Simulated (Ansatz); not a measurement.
Defect calculation, host Si

The calculation used DFT PBEsol, scalar-relativistic, plane waves, PAW in Ansatz 0.2.0. Run with 420 eV cutoff, 3×3×3 k-mesh, Gaussian smearing of 0.02 eV, collinear spin.

Host crystal, relaxed:

```yaml
crystal:
  lattice:
    - [0.00000, 2.71692, 2.71692]
    - [2.71692, 0.00000, 2.71692]
    - [2.71692, 2.71692, 0.00000]
  atoms:
    - { symbol: Si, position: [0.25000, 0.25000, 0.25000] }
    - { symbol: Si, position: [0.00000, 0.00000, 0.00000] }
```

Supercell of 32 atoms, rows in host cell vectors: 3 -1 -1; -1 3 -1; -1 -1 3. Atoms relax at the host's cell, keeping the symmetry that the supercell leaves at the site. The cell is small, so energies carry finite-size errors of tenths of an eV. The host's Kohn–Sham gap is 0.46 eV. Atoms are taken from and returned to the elements' standard states. Charged cells are corrected for image charges with the computed static dielectric tensor (mean 13.3) and aligned with the host's potential at far atoms (alignment terms reach 0.12 eV; the program doubts the alignment in some charges, where it is up to 0.12 eV). No band-filling term is added, and the Fermi level counts from the host's valence band top.

The defect is a foreign atom on a Si site at (0.250, 0.250, 0.250) of the host cell.

```tsv
charge	E_f at the valence band top (eV)	over the neutral state (eV)	moment (μB)	largest move (Å)	atoms near the site
+1	2.62	0.03	2.00	0.02	4 Si at 2.36 Å
0	2.59	0.00	2.95	0.01	4 Si at 2.36 Å
-1	2.95	0.35	3.85	0.01	4 Si at 2.35 Å
```

Among the charges computed the stable one is 0 at the valence band top, changing to -1 at 0.35 eV. In charge 0, -1 the cell has partly filled bands: a level of the defect may be part filled, the carrier may sit in the host's bands, or levels may cross between the k points, so transitions that involve it are doubtful. Without the alignment that the program doubts, the level (0/-1) would lie at 0.47 eV, outside the gap, so these runs don't decide whether the defect changes charge there. Fractional moments come from partly filled bands of the small cell.

Q: Which element is it? Judge by the nearest distance in charge 0 and covalent radii.
A. Mn
B. Ca
C. K
D. Ti
E. N

A: A. The nearest neighbour is Si at 2.36 Å, and the summed covalent radii with Si are 2.87 Å for Ca, 3.14 Å for K, 2.50 Å for Mn, 1.82 Å for N, 2.71 Å for Ti, so Mn fits best. Bonds can miss such sums by a tenth of an ångström or more.